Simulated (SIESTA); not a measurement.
Ir:

```
Ir
1.0
     2.75138    0.00000    0.00000
    -1.37569    2.38276    0.00000
     0.00000    0.00000    4.46229
Ir
2
Direct
  0.33333 0.66667 0.25000
  0.66667 0.33333 0.75000
```

This isn't the form of Ir at room conditions, which is fcc.

Base run:

| Quantity | Value |
| --- | --- |
| Program | SIESTA 5.4.2 |
| Functional | PBEsol |
| Potentials or basis | PseudoDojo 0.4 standard (PBE files) |
| Basis | DZP (energy shift 0.003 Ry; two zetas on semicore shells) |
| Grid cutoff | 800 Ry |
| Energy shift | 0.003 Ry |
| k mesh | 11 × 11 × 6 |
| Occupations | fermi-dirac, width 0.05 eV |
| Spin | no spin polarisation |

Its results: band gap on the k mesh none (metal or under the smearing width); pressure -8.7 GPa.

Q: After a change of settings the same cell gave: band gap on the k mesh none (metal or under the smearing width); pressure -14.7 GPa. Which change was it?
A. basis from DZP (energy shift 0.003 Ry; two zetas on semicore shells) to TZP (energy shift 0.003 Ry; two zetas on semicore shells)
B. basis from DZP (energy shift 0.003 Ry; two zetas on semicore shells) to TZDP (energy shift 0.003 Ry; two zetas on semicore shells)
C. functional from PBEsol to PBE
D. basis from DZP (energy shift 0.003 Ry; two zetas on semicore shells) to DZ (energy shift 0.003 Ry; two zetas on semicore shells)

A: D.

Caveats: the potentials were made for another functional, which shifts forces and pressure; short orbitals over semicore shells can move pressures by several GPa; the valence orbitals were made in a potential fitted to the semicore shell under them, which widens gaps by tenths of an eV or more; spin-orbit coupling is left out, which moves the levels of the heavy elements; the basis of atomic orbitals isn't converged, which shifts pressures, moduli and gaps; the basis has no polarisation orbitals (some runs).
